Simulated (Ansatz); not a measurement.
Theory: Ansatz, DFT PBE, scalar-relativistic, plane waves, PAW. All cells share a 420 eV cutoff and Γ-centred k meshes spaced at most about 0.3 Å⁻¹ (about 0.25 or finer for metals, 2π included). No spin polarisation.

These are static total energies at zero pressure.

Two relaxed structures of CdSe₄:

A.

```yaml
crystal:
  lattice:
    - [-4.15702, 4.15702, 2.18849]
    - [4.15702, -4.15702, 2.18849]
    - [4.15702, 4.15702, -2.18849]
  atoms:
    - { symbol: Cd, position: [0.00000, 0.00000, 0.00000] }
    - { symbol: Se, position: [0.28051, 0.81774, 0.09825] }
    - { symbol: Se, position: [0.18226, 0.28051, 0.46277] }
    - { symbol: Se, position: [0.81774, 0.71949, 0.53723] }
    - { symbol: Se, position: [0.71949, 0.18226, 0.90175] }
```

B.

```yaml
crystal:
  lattice:
    - [-2.74529, 2.74529, 4.69449]
    - [2.74529, -2.74529, 4.69449]
    - [2.74529, 2.74529, -4.69449]
  atoms:
    - { symbol: Cd, position: [0.00000, 0.00000, 0.00000] }
    - { symbol: Se, position: [0.37676, 0.37676, 0.00000] }
    - { symbol: Se, position: [0.62324, 0.62324, 0.00000] }
    - { symbol: Se, position: [0.50000, 0.00000, 0.50000] }
    - { symbol: Se, position: [0.00000, 0.50000, 0.50000] }
```

Task: Which form is favoured at zero pressure, and by what margin per atom?

Result: A is lower, by 236 meV/atom. A has space group I4/m (No. 87), 30.3 Å³/atom and no gap on its mesh; B has space group I4/mmm (No. 139), 28.3 Å³/atom and no gap. A holds Se–Se chains (shortest 2.51 Å); B holds Se–Se pairs (shortest 2.31 Å). In A, around Cd lie 4 Se at 2.78 Å; Se has 2 Se at 2.51 Å and 1 Cd at 2.78 Å. In B, Cd has 4 Se at 2.75 Å; Se on a site of symmetry 4mm is surrounded by 1 Se at 2.31 Å and 4 Se at 2.98 Å; Se on a site of symmetry mmm is surrounded by 2 Cd at 2.75 Å and 4 Se at 2.98 Å. Both come from invented guesses.

Weakly bound directions are ill-defined at this level, which has no dispersion term (I4/mmm), and this can change margins and order among such cells. Cells relaxed within their symmetry can be saddle points.
